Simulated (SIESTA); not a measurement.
The system is Nb.

```
Nb
1.0
     0.00000    2.11500    2.11500
     2.11500    0.00000    2.11500
     2.11500    2.11500    0.00000
Nb
1
Direct
  0.00000 0.00000 0.00000
```

This isn't the form of Nb at room conditions, which is bcc.

| Item | Value |
| --- | --- |
| Program | SIESTA 5.4.2 |
| Task | relaxation of cell and atoms |
| Functional | vdW-DF2 |
| Potentials or basis | PseudoDojo 0.4 standard (PBE files) |
| Basis | DZP (energy shift 0.003 Ry; two zetas on semicore shells) |
| Grid cutoff | 800 Ry |
| Energy shift | 0.003 Ry |
| k mesh | 8 × 8 × 8 |
| Occupations | fermi-dirac, width 0.05 eV |
| Spin | no spin polarisation |

At the start: pressure 8.5 GPa; volume 18.92 Å³/atom.

Where does the relaxation end?

Over 5 steps the energy falls by 26.0 meV/atom and the volume is 19.95 Å³/atom (+5.4 %); space group Fm-3m (No. 225, to 0.05 Å).

Step by step:
| step | energy change (eV) | largest force (eV/Å) | pressure (GPa) | volume (Å³) |
| --- | --- | --- | --- | --- |
| 1 | 0.0000 | 0.0000 | 8.49 | 18.92 |
| 2 | -0.0024 | 0.0000 | 8.03 | 18.97 |
| 3 | -0.0258 | 0.0000 | 0.79 | 19.85 |
| 4 | -0.0260 | 0.0000 | -0.11 | 19.97 |
| 5 | -0.0260 | 0.0000 | 0.03 | 19.95 |

Final structure:
```
CELL_PARAMETERS angstrom
-0.00001 2.15272 2.15272
2.15272 -0.00001 2.15272
2.15272 2.15272 -0.00001
ATOMIC_POSITIONS crystal
Nb 0.00000 0.00000 0.00000
```

Caveat: the potentials were made for another functional, which shifts forces and pressure; the basis of atomic orbitals isn't converged, which shifts pressures, moduli and gaps.
